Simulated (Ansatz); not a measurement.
Ge built on the lonsdaleite prototype, relaxed with r2SCAN in Ansatz. It is hexagonal, P6_3/mmc (No. 194); a = 3.998 Å, c = 6.593 Å in the conventional setting, 22.81 Å³ an atom. Ge has 4 Ge at 2.45–2.47 Å.

The axes x, y and z are those of this cell:
```yaml
crystal:
  lattice:
    - [3.99762, 0.00000, 0.00000]
    - [-1.99881, 3.46204, 0.00000]
    - [0.00000, 0.00000, 6.59282]
  atoms:
    - { symbol: Ge, position: [0.33333, 0.66667, 0.00037] }
    - { symbol: Ge, position: [0.66667, 0.33333, 0.50037] }
    - { symbol: Ge, position: [0.33333, 0.66667, 0.37463] }
    - { symbol: Ge, position: [0.66667, 0.33333, 0.87463] }
```

Unstrained: HSE06 gives a direct gap of 0.380 eV at Γ. Meshes: HSE06 6×6×4. Strains are changes of length per length. After each strain the atoms were relaxed again with r2SCAN within the symmetry that the strain leaves, so tilts or polar shifts that break it weren't tested; points keep the names that they have in the unstrained zone. No spin polarisation and no zero-point or thermal motion.

Task: For epitaxial -1.11 % in the xy plane, how far does the free direction move, and what happens to the gap?

Result: The normal strain at zero normal stress is +0.27 %, 0.25 of the in-plane strain with the sign turned. HSE06: the gap goes from 0.380 to 0.584 eV (+0.204 eV); with HSE06 the top three valence levels at Γ, grouped 2+1 from the top over 284 meV, become 2+1 over 406 meV.

Task: Estimate what biaxial -2.56 % in x and y, z held does to the gap.

Result: HSE06: the gap goes from 0.380 to 0.757 eV (+0.377 eV); it turns from direct (Γ) to indirect (Γ → (0, 1/3, 1/4)); with HSE06 the top three valence levels at Γ, grouped 2+1 from the top over 284 meV, become 2+1 over 556 meV.

The runs are scalar-relativistic, without spin-orbit coupling.

The meshes of the hybrids are coarse, so their gaps aren't converged to the digits shown.

The splittings at Γ are without spin-orbit coupling, which regroups them where it is of like size or larger.
